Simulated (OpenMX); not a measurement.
Runs of OpenMX 3.8.5 on BaTiO3 (Barioperovskite). Symmetry: Amm2, No. 38, orthorhombic system. The conventional cell has a = 3.826 Å, b = 5.447 Å, c = 5.690 Å, α = 90.00°, β = 90.00°, γ = 90.00°. Ba (site symmetry mm2) has 12 O at 2.72 to 2.92 Å as nearest neighbours. Ti (site symmetry mm2) is surrounded by 6 O at 1.89 to 2.05 Å. O (site symmetry m) has 2 Ti at 1.89 to 2.05 Å as nearest neighbours. Around O (site symmetry mm2) lie 2 Ti at 1.92 Å. 

```csv
cell,gap on the mesh (eV),pressure (GPa),largest force (eV/Å)
"Amm2, 11.86 Å³/atom",1.68,21.8,0.37
"Amm2, 12.87 Å³/atom",1.62,3.8,0.48
"Amm2, 13.39 Å³/atom",1.55,-2.6,(a)
"Amm2, 13.92 Å³/atom",1.47,-7.6,0.73
"Amm2, 12.36 Å³/atom",1.67,11.9,(b)
```

Alike in all rows: task band structure; level PBE; potentials or basis OpenMX 2013 PBE set, Ba10.0-s3p2d2, Ti7.0-s3p2d2, O6.0-s2p2d1, grid cutoff 400 Ry; no spin polarisation; k mesh 5 × 5 × 5; smearing fermi-dirac 0.05 eV.

Estimate the missing entries.

(a) 0.61; (b) 0.34.

Caveats: spin-orbit coupling is left out, which moves the levels of the heavy elements; the mesh misses the band edges, which the band path finds closer together; the basis of atomic orbitals isn't converged, which shifts pressures, moduli and gaps.

A k mesh can miss the band edges, and the runs leave out spin-orbit coupling on Ba.
